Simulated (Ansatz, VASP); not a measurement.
# WSe2 in VASP and in Ansatz

```
W Se
1.0
     3.27021    0.00000    0.00000
    -1.63511    2.83209    0.00000
     0.00000    0.00000   16.66114
W Se
1 2
Cartesian
  0.0000 0.0000 0.0000
  0.0000 1.8881 1.6728
  0.0000 1.8881 14.9884
```

Alike in both runs: functional PBEsol; k mesh 9 × 9 × 2; occupations gaussian, width 0.02 eV; no spin polarisation.

Ansatz relaxed the structure, and its values are those at the end. VASP's run is a single point on that final structure, the one shown.

```csv
,VASP,Ansatz
version,VASP 6.6.1,Ansatz 0.2.0
potentials or method,"VASP PAW PBE potentials, release 64 (W_sv, Se)","scalar-relativistic, plane waves, PAW"
plane-wave cutoff (eV),520,420
valence electrons in the cell,26,46
```

```tsv
	VASP	Ansatz	Ansatz less VASP
gap on the k mesh at the Fermi level (eV)	1.69	1.69	+0.004
least direct gap on the mesh (eV)	1.69	1.69	+0.004
rms of the force components (eV/Å)	0.029	0.001	-0.0282
```

The two sets of potentials don't hold the same shells in valence. Ansatz warned: «pseudo_functional_mismatch».

Caveats: the PAW data sets were made with another functional, which shifts forces and pressure a little (VASP); spin-orbit coupling is left out, which moves the levels of the heavy elements.
